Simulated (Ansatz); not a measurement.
Take a 16-atom supercell of InN in the zinc blende structure (space group F-43m, No. 216; a = 4.999 Å) at its relaxed geometry as the base.

Method: Ansatz (a first-principles code) r2SCAN, without spin-orbit coupling.

One neutral defect a cell, atoms relaxed at fixed cell.

One change was made to it. Results:

```tsv
quantity	base	after
pressure	0.0 GPa	8.6 GPa
largest displacement of a host atom from its site in the perfect cell	–	0.66 Å
```

Which of these changes matches the shifts?
A. In vacancy
B. In interstitial (started 2.04 Å from the nearest host atom)
C. H interstitial (started 2.16 Å from the nearest host atom), symmetric start
D. N interstitial (started 2.04 Å from the nearest host atom)

D, N interstitial (started 2.04 Å from the nearest host atom). For comparison, the pressure in the other runs: In interstitial (started 2.04 Å from the nearest host atom) gives 18.6 GPa; H interstitial (started 2.16 Å from the nearest host atom), symmetric start gives 1.7 GPa; In vacancy gives 0.0 GPa.

The cell is small, so the values are those of an ordered compound at a high defect concentration; dilute-limit values will differ. A case with no gap was solved on a k-mesh chosen for an insulator, which is coarse for it. Defects with a symmetric start kept the site's symmetry and may sit on a saddle; the others started slightly shaken. The final runs are not spin-polarised. This is not the structure that InN has at room temperature and ambient pressure.
